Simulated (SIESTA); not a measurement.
CdO (Monteponite):

```
Cd O
1.0
     0.00000    2.34950    2.34950
     2.34950    0.00000    2.34950
     2.34950    2.34950    0.00000
Cd O
1 1
Direct
  0.00000 0.00000 0.00000
  0.50000 0.50000 0.50000
```

Program: SIESTA 5.4.2. Alike in all runs: cell as given; smearing fermi-dirac 0.05 eV; grid cutoff 800 Ry.

Q: Order these runs on this cell by their pressure, lowest first.
A. level PBE; potentials or basis PseudoDojo 0.4 stringent (PBE files), DZP (energy shift 0.002 Ry); spin off; k mesh 10 × 10 × 10; energy shift 0.002 Ry
B. level LDA; potentials or basis PseudoDojo 0.4 standard (PBE files, fully relativistic), TZP (energy shift 0.002 Ry); spin non-collinear, zero start, SOC; k mesh 8 × 8 × 8; energy shift 0.002 Ry
C. level BLYP; potentials or basis PseudoDojo 0.4 standard (PBE files), DZP (energy shift 0.002 Ry); spin off; k mesh 10 × 10 × 10; energy shift 0.002 Ry
D. level PBEsol; potentials or basis PseudoDojo 0.4 standard (PBEsol files), DZP (energy shift 0.002 Ry); spin off; k mesh 8 × 8 × 8; broadening (eV) 0.1 eV; window to (eV) 40 eV; polarisation unpolarized; direction 0.0 0.0 1.0; optical mesh offset true; energy shift 0.002 Ry
E. level PBE; potentials or basis PseudoDojo 0.4 standard (PBE files), SZP (energy shift 0.02 Ry); spin off; k mesh 10 × 10 × 10; energy shift 0.02 Ry

A: E (-12.6 GPa), B (-6.1 GPa), D (0.2 GPa), A (7.5 GPa), C (12.8 GPa).

Caveats: the basis of atomic orbitals isn't converged, which shifts pressures, moduli and gaps; semicore shells carry a single zeta, which can move pressures by several GPa and volumes by a few percent (some runs); the potentials were made for another functional, which shifts forces and pressure (some runs); the basis holds too few empty states to meet the f-sum rule, so the spectrum is short of weight at high energy (some runs).
